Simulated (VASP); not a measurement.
ZnO (zincite), 4 atoms in the cell. Symmetry: P6_3mc, No. 186, hexagonal system. Conventional cell: a = 3.249 Å, b = 3.249 Å, c = 5.206 Å, α = 90.00°, β = 90.00°, γ = 120.00°. Around Zn (site symmetry 3m) lie 4 O at 1.97 to 1.98 Å. Around O (site symmetry 3m) lie 4 Zn at 1.97 to 1.98 Å. 

| Property | Result |
| --- | --- |
| Program | VASP 6.6.1 |
| Task | relaxation of cell and atoms |
| Functional | r2SCAN |
| Dispersion | D3(BJ) |
| Potentials or basis | VASP PAW PBE potentials, release 64 (Zn, O) |
| Cutoff | 600 eV |
| k mesh | 9 × 9 × 5 |
| Occupations | gaussian, width 0.05 eV |
| Spin | no spin polarisation |
| Further INCAR settings | ALGO = Normal; EDIFF = 1e-06; IBRION = 2; EDIFFG = -0.005; NSW = 40; ISIF = 3 |

Potentials or basis: VASP PAW PBE potentials, release 64 (Zn, O).

Command:

```console
$ cat potpaw_PBE.64/Zn/POTCAR potpaw_PBE.64/O/POTCAR > POTCAR
$ mpirun -np 1 vasp_std > vasp.out
```

Hardware: 1 thread of Intel(R) Xeon(R) Platinum 8375C CPU @ 2.90GHz (Ice Lake), with other jobs on the host.

Question: How long does it take, and how much memory?

Answer: Run time: 17 min on 1 thread of Intel(R) Xeon(R) Platinum 8375C CPU @ 2.90GHz (Ice Lake) (shared host), peak memory 0.22 GiB. Counts: scf iterations 94, k points 36, ion steps 10.
